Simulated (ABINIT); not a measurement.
# In (P6_3/mmc) in ABINIT: notebook

The runs below take In through single point, with PBE.

Everything below comes from runs of ABINIT 10.8.3 (patched build). Logs are shortened: lines on timing, memory, paths and dates and some standing lists are left out, and cuts for length are marked. The log counts tension as positive stress, the text compression.

## (1) The structure

The structure is hexagonal, space group P6_3/mmc (No. 194). Conventional cell: a = 3.335 Å, b = 3.335 Å, c = 5.509 Å, α = 90.00°, β = 90.00°, γ = 120.00°. In (site symmetry -6m2) has 12 In at 3.34 to 3.36 Å as nearest neighbours.

This isn't the form of In at room conditions, which is tetragonal.

## (2) Single point, PBE

Contents of run.abi:

```
# Pseudopotentials
pp_dirpath "./"
pseudos "In.GGA_PBE-JTH.xml"

# Structure
acell 6.3031527308 6.3031527309 10.4107713002
rprim
     1.0000000000     0.0000000000     0.0000000000
    -0.5000000000     0.8660254038     0.0000000000
     0.0000000000     0.0000000000     1.0000000000
ntypat 1
znucl 49
natom 2
typat 1 1
xred
     0.6666666667     0.3333333333     0.7500000000
     0.3333333333     0.6666666667     0.2500000000

# Plane-wave basis
ecut 598.650497 eV
pawecutdg 44.0
pawxcdev 0

# k points
kptopt 1
ngkpt 9 9 5
nshiftk 1
shiftk 0.0 0.0 0.0

# Exchange and correlation
ixc 11

# Bands and occupations
nband 17
occopt 3
tsmear 0.00367493

# SCF cycle
nstep 100
tolvrs 1.0e-9

# Output
iomode 3
prtwf 0
prtden 0
prteig 0
prtebands 0
enunit 1
```

Potentials or basis: JTH PAW PBE v2.0.

Run with:

```
$ abinit run.abi > log 2>&1
```

run.abo:

```text
.Version 10.8.3 of ABINIT
 Symmetries : space group P6_3/m m c (#194); Bravais hP (primitive hexag.)
================================================================================
 Values of the parameters that define the memory need of the present run
     intxc =       0    ionmov =       0      iscf =      17    lmnmax =      18
     lnmax =       6     mgfft =      45  mpssoang =       3    mqgrid =    3109
     natom =       2  nloc_mem =       2    nspden =       1   nspinor =       1
    nsppol =       1      nsym =      24    n1xccc =       1    ntypat =       1
    occopt =       3   xclevel =       2
       mpw =        1787          nfft =       40500          nkpt =          36
 PAW method is used; the additional fine FFT grid is defined by:
   mgfftf=        64    nfftf =    102400
================================================================================
================================================================================

--------------------------------------------------------------------------------
------------- Echo of variables that govern the present computation ------------
--------------------------------------------------------------------------------
 -outvars: echo values of preprocessed input variables --------
            acell      6.3031527308E+00  6.3031527309E+00  1.0410771300E+01 Bohr
              amu      1.14820000E+02
             ecut      2.20000000E+01 Hartree
           enunit           1
              ixc          11
         kptrlatt        9    0    0      0    9    0      0    0    5
          kptrlen      5.20538565E+01
            natom           2
            nband          17
            ngfft          30      30      45
          ngfftdg          40      40      64
             nkpt          36
            nstep         100
             nsym          24
           ntypat           1
           occopt           3
        pawecutdg      4.40000000E+01 Hartree
         pawxcdev           0
           prtden           0
        prtebands           0
           prteig           0
            prtwf           0
            rprim      1.0000000000E+00  0.0000000000E+00  0.0000000000E+00
                      -5.0000000000E-01  8.6602540380E-01  0.0000000000E+00
                       0.0000000000E+00  0.0000000000E+00  1.0000000000E+00
          spgroup         194
           tolvrs      1.00000000E-09
           tsmear      3.67493000E-03 Hartree
            typat      1  1
           useylm           1
           xangst      1.6677423898E+00  9.6287151776E-01  4.1318571872E+00
                      -1.7639282173E-11  1.9257430355E+00  1.3772857291E+00
            xcart      3.1515763654E+00  1.8195634630E+00  7.8080784752E+00
                      -3.3333412365E-11  3.6391269260E+00  2.6026928251E+00
             xred      6.6666666667E-01  3.3333333333E-01  7.5000000000E-01
                       3.3333333333E-01  6.6666666667E-01  2.5000000000E-01
            znucl       49.00000

================================================================================

 chkinp: Checking input parameters for consistency.

================================================================================
== DATASET  1 ==================================================================

--- !DatasetInfo
iteration_state: {dtset: 1, }
dimensions: {natom: 2, nkpt: 36, mband: 17, nsppol: 1, nspinor: 1, nspden: 1, mpw: 1787, }
cutoff_energies: {ecut:  22.0, pawecutdg:  44.0, }
electrons: {nelect:   2.60000000E+01, charge:   0.00000000E+00, occopt:   3.00000000E+00, tsmear:   3.67493000E-03, }
meta: {optdriver: 0, ionmov: 0, optcell: 0, iscf: 17, paral_kgb: 0, }
...

 Exchange-correlation functional for the present dataset will be:
  GGA: Perdew-Burke-Ernzerhof functional - ixc=11
  J.P.Perdew, K.Burke, M.Ernzerhof, PRL 77, 3865 (1996)

 Real(R)+Recip(G) space primitive vectors, cartesian coordinates (Bohr,Bohr^-1):
 R(1)=  6.3031527  0.0000000  0.0000000  G(1)=  0.1586508  0.0915971  0.0000000
 R(2)= -3.1515764  5.4586904  0.0000000  G(2)=  0.0000000  0.1831941  0.0000000
 R(3)=  0.0000000  0.0000000 10.4107713  G(3)=  0.0000000  0.0000000  0.0960544
 Unit cell volume ucvol=  3.5820298E+02 bohr^3
 Angles (23,13,12)=  9.00000000E+01  9.00000000E+01  1.20000000E+02 degrees

 Coarse grid specifications (used for wave-functions):

 getcut: wavevector=  0.0000  0.0000  0.0000  ngfft=  30  30  45
         ecut(hartree)=     22.000   => boxcut(ratio)=   2.00167

 Fine grid specifications (used for densities):

 getcut: wavevector=  0.0000  0.0000  0.0000  ngfft=  40  40  64
         ecut(hartree)=     44.000   => boxcut(ratio)=   2.05876

--- Pseudopotential description ------------------------------------------------
- pspini: atom type   1  psp file is ./In.GGA_PBE-JTH.xml
 Pseudopotential format is: paw10
 basis_size (lnmax)=  6 (lmn_size= 18), orbitals=   0   0   1   1   2   2
 Spheres core radius: rc_sph= 2.50644782
 Shapefunction is BESSEL type: shapef(r,l)=aa(1,l)*jl(q(1,l)*r)+aa(2,l)*jl(q(2,l)*r)
 Radius for shape functions =  1.40569481
 Compensation charge density is not taken into account in XC energy/potential

   1.33365723E+03                                ecore*ucvol(ha*bohr**3)
--------------------------------------------------------------------------------

================================================================================

--- !BeginCycle
iteration_state: {dtset: 1, }
solver: {iscf: 17, nstep: 100, nline: 4, wfoptalg: 10, }
tolerances: {tolvrs: 1.00E-09, }
...

     iter   Etot(hartree)      deltaE(h)  residm     nres2
 ETOT  1  -116.01632954747    -1.160E+02 1.426E-01 1.546E+00
 ETOT  2  -116.07735132253    -6.102E-02 1.833E-02 7.152E-01
 ETOT  3  -116.07716438169     1.869E-04 1.123E-03 1.856E-01
 ETOT  4  -116.07712571877     3.866E-05 2.916E-03 3.011E-03
 ETOT  5  -116.07712327765     2.441E-06 6.548E-04 3.601E-05
 ETOT  6  -116.07712334481    -6.717E-08 1.069E-03 4.848E-07
 ETOT  7  -116.07712334753    -2.717E-09 1.516E-04 1.109E-07
 ETOT  8  -116.07712334746     6.419E-11 2.267E-04 1.023E-09
 ETOT  9  -116.07712334747    -7.603E-12 2.198E-04 3.320E-10

 At SCF step    9       nres2   =  3.32E-10 < tolvrs=  1.00E-09 =>converged.

 Cartesian components of stress tensor (hartree/bohr^3)
  sigma(1 1)= -4.93139852E-05  sigma(3 2)=  0.00000000E+00
  sigma(2 2)= -4.93139859E-05  sigma(3 1)=  0.00000000E+00
  sigma(3 3)= -6.41109813E-05  sigma(2 1)=  9.47546862E-14

--- !ResultsGS
iteration_state: {dtset: 1, }
comment   : Summary of ground state results
lattice_vectors:
- [  6.3031527,   0.0000000,   0.0000000, ]
- [ -3.1515764,   5.4586904,   0.0000000, ]
- [  0.0000000,   0.0000000,  10.4107713, ]
lattice_lengths: [   6.30315,    6.30315,   10.41077, ]
lattice_angles: [ 90.000,  90.000, 120.000, ] # degrees, (23, 13, 12)
lattice_volume:   3.5820298E+02
convergence: {deltae: -7.603E-12, res2:  3.320E-10, residm:  2.198E-04, diffor: null, }
etotal    :  -1.16077123E+02
entropy   :   0.00000000E+00
fermie    :   2.11860470E-01
cartesian_stress_tensor: # hartree/bohr^3
- [ -4.93139852E-05,   9.47546862E-14,   0.00000000E+00, ]
- [  9.47546862E-14,  -4.93139859E-05,   0.00000000E+00, ]
- [  0.00000000E+00,   0.00000000E+00,  -6.41109813E-05, ]
pressure_GPa:   1.5960E+00
xred      :
- [  6.6667E-01,   3.3333E-01,   7.5000E-01, In]
- [  3.3333E-01,   6.6667E-01,   2.5000E-01, In]
cartesian_forces: # hartree/bohr
- [  5.12628268E-28,   1.67714106E-27,  -0.00000000E+00, ]
- [ -5.12628268E-28,  -1.67714106E-27,  -0.00000000E+00, ]
force_length_stats: {min:   1.75373597E-27, max:   1.75373597E-27, mean:   1.75373597E-27, }
...

 Integrated electronic density in atomic spheres:
 ------------------------------------------------
 Atom  Sphere_radius  Integrated_density
    1        2.50645         11.11656659
    2        2.50645         11.11656659

================================================================================

 ----iterations are completed or convergence reached----

 Mean square residual over all n,k,spin=   47.198E-08; max=  21.982E-05
 reduced coordinates (array xred) for    2 atoms
       0.666666666667      0.333333333333      0.750000000000
       0.333333333333      0.666666666667      0.250000000000
 rms dE/dt=  5.0900E-27; max dE/dt=  4.3082E-27; dE/dt below (all hartree)
    1      -0.000000000000     -0.000000000000      0.000000000000
    2       0.000000000000      0.000000000000      0.000000000000

 cartesian coordinates (angstrom) at end:
    1      1.66774238984995     0.96287151775649     4.13185718718853
    2     -0.00000000001764     1.92574303551298     1.37728572906284

 cartesian forces (hartree/bohr) at end:
    1      0.00000000000000     0.00000000000000    -0.00000000000000
    2     -0.00000000000000    -0.00000000000000    -0.00000000000000
 frms,max,avg= 1.0125199E-27 1.6771411E-27   0.000E+00  0.000E+00  0.000E+00 h/b

 cartesian forces (eV/Angstrom) at end:
    1      0.00000000000000     0.00000000000000    -0.00000000000000
    2     -0.00000000000000    -0.00000000000000    -0.00000000000000
 frms,max,avg= 5.2065868E-26 8.6242061E-26   0.000E+00  0.000E+00  0.000E+00 e/A
 length scales=  6.303152730800  6.303152730900 10.410771300200 bohr
              =  3.335484779718  3.335484779770  5.509142916251 angstroms
 Fermi (or HOMO) energy (eV) =   5.76502   Average Vxc (eV)= -10.17761
 Eigenvalues (   eV  ) for nkpt=  36  k points:
 kpt#   1, nband= 17, wtk=  0.00247, kpt=  0.0000  0.0000  0.0000 (reduced coord)
  -8.95147   -8.89695   -8.86931   -8.86931   -8.84279   -8.84279   -8.77179   -8.77179
  -8.59414   -8.59414   -3.72274    1.29263    2.37190   14.10916   14.10916   15.91406
  15.91902
 prteigrs : prtvol=0 or 1, do not print more k-points.

--- !EnergyTerms
iteration_state     : {dtset: 1, }
comment             : Components of total free energy in Hartree
kinetic             :  2.79302590071812E+01
hartree             :  3.82880571275858E+01
xc                  : -1.51143050838003E+01
Ewald energy        : -8.65905105060494E+01
psp_core            :  3.72318849063001E+00
local_psp           : -1.06539573023030E+02
PAW spherical_terms :  2.22273006618438E+01
internal            : -1.16075583325638E+02
'-kT*entropy'       : -1.52987984708596E-03
total_energy        : -1.16077113205485E+02
total_energy_eV     : -3.15861916175293E+03
...

--- !EnergyTermsDC
iteration_state     : {dtset: 1, }
comment             : '"Double-counting" decomposition of free energy'
band_energy         : -6.02834376605087E+00
Ewald energy        : -8.65905105060494E+01
psp_core            :  3.72318849063001E+00
xc_dc               : -4.39713913886184E+01
PAW spherical_terms :  1.67914637024651E+01
internal            : -1.16075593467623E+02
'-kT*entropy'       : -1.52987984708596E-03
total_energy_dc     : -1.16077123347471E+02
total_energy_dc_eV  : -3.15861943773040E+03
...

--- !EnergyTermsWithPAWCore
iteration_state     : {dtset: 1, }
comment             : 'Components of total free energy, including PAW core contributions'
Total energy        : -1.17634435942146E+04
Total energy DC     : -1.17634436043566E+04
Total energy (eV)   : -3.20099607224986E+05
Total energy DC (eV): -3.20099607500963E+05
...

 Cartesian components of stress tensor (hartree/bohr^3)
  sigma(1 1)= -4.93139852E-05  sigma(3 2)=  0.00000000E+00
  sigma(2 2)= -4.93139859E-05  sigma(3 1)=  0.00000000E+00
  sigma(3 3)= -6.41109813E-05  sigma(2 1)=  9.47546862E-14

-Cartesian components of stress tensor (GPa)         [Pressure=  1.5960E+00 GPa]
- sigma(1 1)= -1.45086754E+00  sigma(3 2)=  0.00000000E+00
- sigma(2 2)= -1.45086756E+00  sigma(3 1)=  0.00000000E+00
- sigma(3 3)= -1.88621019E+00  sigma(2 1)=  2.78777912E-09

== END DATASET(S) ==============================================================
================================================================================

 -outvars: echo values of variables after computation  --------
            acell      6.3031527308E+00  6.3031527309E+00  1.0410771300E+01 Bohr
           etotal     -1.1607712335E+02
            fcart      5.1262826807E-28  1.6771410552E-27 -0.0000000000E+00
                      -5.1262826807E-28 -1.6771410552E-27 -0.0000000000E+00
            rprim      1.0000000000E+00  0.0000000000E+00  0.0000000000E+00
                      -5.0000000000E-01  8.6602540380E-01  0.0000000000E+00
                       0.0000000000E+00  0.0000000000E+00  1.0000000000E+00
           strten     -4.9313985193E-05 -4.9313985893E-05 -6.4110981283E-05
                       0.0000000000E+00  0.0000000000E+00  9.4754686187E-14
           xangst      1.6677423898E+00  9.6287151776E-01  4.1318571872E+00
                      -1.7639282173E-11  1.9257430355E+00  1.3772857291E+00
             xred      6.6666666667E-01  3.3333333333E-01  7.5000000000E-01
                       3.3333333333E-01  6.6666666667E-01  2.5000000000E-01
 Calculation completed.
```

Wall time 20 s (1 thread of Intel Xeon 6975P-C (Granite Rapids), shared host); peak memory 0.13 GiB.

What came out:

- Free energy: -3158.6194 eV
- Pressure: 1.6 GPa
- Band gap on the k mesh: none (metal or under the smearing width)
- Valence electrons inside the program's atomic spheres: In 11.12 (radii [1.3264] Å)

## (3) Single point, PBE

run.abi, as its differences from that of step 2:

```diff
@@ -34,3 +34,3 @@
 nband 17
-occopt 3
+occopt 7
 tsmear 0.00367493
```

Potentials or basis: JTH PAW PBE v2.0.

Run with:

```
$ abinit run.abi > log 2>&1
```

Run time: 20 s. Hardware: 1 thread of Intel Xeon 6975P-C (Granite Rapids), shared host; peak memory 0.13 GiB.

Results (log left out):

```yaml
Free_energy: -3158.5992 eV
Pressure: 1.4 GPa
Band_gap_on_the_k_mesh: none (metal or under the smearing width)
Valence_electrons_inside_the_program's_atomic_spheres: In 11.12 (radii [1.3264] Å)
```

Stress tensor (GPa, compression positive):
```
1.58 0.00 0.00
0.00 1.58 0.00
0.00 0.00 1.15
```

Levels at points of the mesh, in eV from the Fermi level:
```tsv
k point	band 9	band 10	band 11	band 12	band 13	band 14	band 15	band 16	band 17
(0.00, 0.00, 0.00)	-14.39	-14.39	-9.52	-4.50	-3.42	8.32	8.32	10.12	10.13
```

## (4) Single point, PBE

run.abi, as its differences from that of step 3:

```diff
@@ -34,3 +34,3 @@
 nband 17
-occopt 7
+occopt 4
 tsmear 0.00367493
```

Run with:

```
$ abinit run.abi > log 2>&1
```

Wall time 19 s (1 thread of Intel Xeon 6975P-C (Granite Rapids), shared host); peak memory 0.13 GiB.

The run converged. Its results:

```
Free energy                                           : -3158.5950 eV
Pressure                                              : 1.3 GPa
Band gap on the k mesh                                : none (metal or under the smearing width)
Valence electrons inside the program's atomic spheres : In 11.11 (radii [1.3264] Å)
```

Stress tensor (GPa, compression positive):
```
1.67 0.00 0.00
0.00 1.67 0.00
0.00 0.00 0.70
```

Levels at points of the mesh, in eV from the Fermi level:
```
           k point  band 11  band 12  band 13  band 14  band 15  band 16
(0.00, 0.00, 0.00)    -9.53    -4.52    -3.43     8.30     8.30    10.11
```

## (5) Overview

```csv
smearing,gap on the mesh (eV),pressure (GPa)
fermi-dirac 0.1 eV,none,1.6
gaussian 0.1 eV,none,1.4
cold (ABINIT) 0.1 eV,none,1.3
```

Alike in all rows: task single point; level PBE; potentials or basis JTH PAW PBE v2.0; no spin polarisation; cell as given; k mesh 9 × 9 × 5; cutoff (eV) 599.

Every run on the cell as given and a fine mesh finds a metal.

Absolute energies hang on the potentials; compare differences alone.
